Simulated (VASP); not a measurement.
AlNi: equation of state with PBE

The system is AlNi.

```
Ni Al
1.0
     2.88100    0.00000    0.00000
     0.00000    2.88100    0.00000
     0.00000    0.00000    2.88100
Ni Al
1 1
Direct
  0.50000 0.50000 0.50000
  0.00000 0.00000 0.00000
```

| Item | Value |
| --- | --- |
| Program | VASP 6.6.1 |
| Task | equation of state |
| Functional | PBE |
| Potentials or basis | VASP PAW PBE potentials, release 64 (Ni, Al) |
| Cutoff | 520 eV |
| k mesh | 9 × 9 × 9 |
| Occupations | fermi-dirac, width 0.05 eV |
| Spin | collinear spin, ferromagnetic start |
| Starting moments | [1.0, 0.0] μB |

```json
{
  "Equilibrium volume": "12.10 Å³/atom",
  "Bulk modulus": "159 GPa",
  "Pressure derivative of the bulk modulus": "4.4"
}
```

Energy against volume, from the lowest point:
| volume (Å³/atom) | energy (meV/atom) |
| --- | --- |
| 11.239 | 34.39 |
| 11.478 | 17.10 |
| 11.717 | 6.02 |
| 11.956 | 0.50 |
| 12.196 | 0.00 |
| 12.435 | 4.00 |
| 12.674 | 12.05 |

All runs of the series together: 2.4 min on 1 thread of Intel(R) Xeon(R) Platinum 8488C (Sapphire Rapids), with other jobs on the host.

PBE usually gives volumes a little too large and moduli too small. Zero-point motion and thermal expansion aren't in these numbers.
